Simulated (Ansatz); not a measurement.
A (100) slab of InSb (F-43m (No. 216)), 8 planes, outer planes In (top) and Sb (bottom), with 8 atoms (In4Sb4) in a surface cell of A = 22.011 Å², as cut from the bulk:

```xyz
8
Lattice="4.6915 0.0000 0.0000 0.0000 4.6915 0.0000 0.0000 0.0000 26.6110" Properties=species:S:1:pos:R:3 pbc="T T T"
Sb    0.0000    2.3458    7.5000
In    2.3458    2.3458    9.1587
Sb    2.3458    0.0000   10.8174
In    0.0000    0.0000   12.4761
Sb    0.0000    2.3458   14.1348
In    2.3458    2.3458   15.7936
Sb    2.3458    0.0000   17.4523
In    0.0000    0.0000   19.1110
```

Level of theory: DFT PBE, scalar-relativistic, plane waves, PAW (Ansatz 0.2.0). Settings: cutoff 420 eV, Γ-centred mesh 8×8×1 on the computed 8-atom cell, Gaussian smearing of 0.10 eV; no spin polarisation. A dipole correction removes the field between periodic images along c.

Against the same 8 atoms in the bulk, the slab as cut lies 2.538 eV higher and the relaxed slab 2.497 eV higher.

(1) Work out the surface energy before and after relaxation.

(2) What is the ideal work of this cut, per area?

## Answers

(1) The slab has two faces, so γ = (E_slab − N·E_bulk)/(2A), the mean of both. As cut: 2.538/(2 × 22.011) = 0.0577 eV/Å², and 1 eV/Å² = 16.02 J/m², so γ = 0.92 J/m². Relaxed: 2.497/(2 × 22.011) = 0.0567 eV/Å² = 0.91 J/m². Relaxation recovers 1.6 % of the cost of cutting.

(2) Griffith's ideal work is 2γ: 1.85 J/m² if the new faces stay rigid, 1.82 J/m² if they relax. One thickness was run, 8 planes, so γ can still shift with it.